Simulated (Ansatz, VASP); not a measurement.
**Two plane-wave programs on Os**

```xyz
1
Lattice="-1.5357 1.5357 1.5357 1.5357 -1.5357 1.5357 1.5357 1.5357 -1.5357" Properties=species:S:1:pos:R:3 pbc="T T T"
Os    0.0000    0.0000    0.0000
```

This isn't the form of Os at room conditions, which is hcp.

Alike in both runs: functional PBE; dispersion D3(BJ); k mesh 10 × 10 × 10; occupations gaussian, width 0.1 eV; no spin polarisation.

Ansatz relaxed the structure, and its values are those at the end. VASP's run is a single point on that final structure, the one shown.

|  | VASP | Ansatz |
| --- | --- | --- |
| version | VASP 6.6.1 | Ansatz 0.2.0 |
| potentials or method | VASP PAW PBE potentials, release 64 (Os) | scalar-relativistic, plane waves, PAW |
| plane-wave cutoff (eV) | 520 | 420 |
| valence electrons in the cell | 8 | 16 |

```tsv
	VASP	Ansatz	Ansatz less VASP
gap on the k mesh at the Fermi level (eV)	none	none	-
pressure (GPa)	0.2	0.0	-0.16
```

A gap of «none» marks a metal or a gap that the smearing closes. With one functional, cell and mesh, what is left measures potentials, basis and numerics. The two sets of potentials don't hold the same shells in valence.

Caveats: pairwise dispersion overbinds metals, which lowers pressure and volume. The runs have no spin-orbit coupling, so splittings on Os are missing.
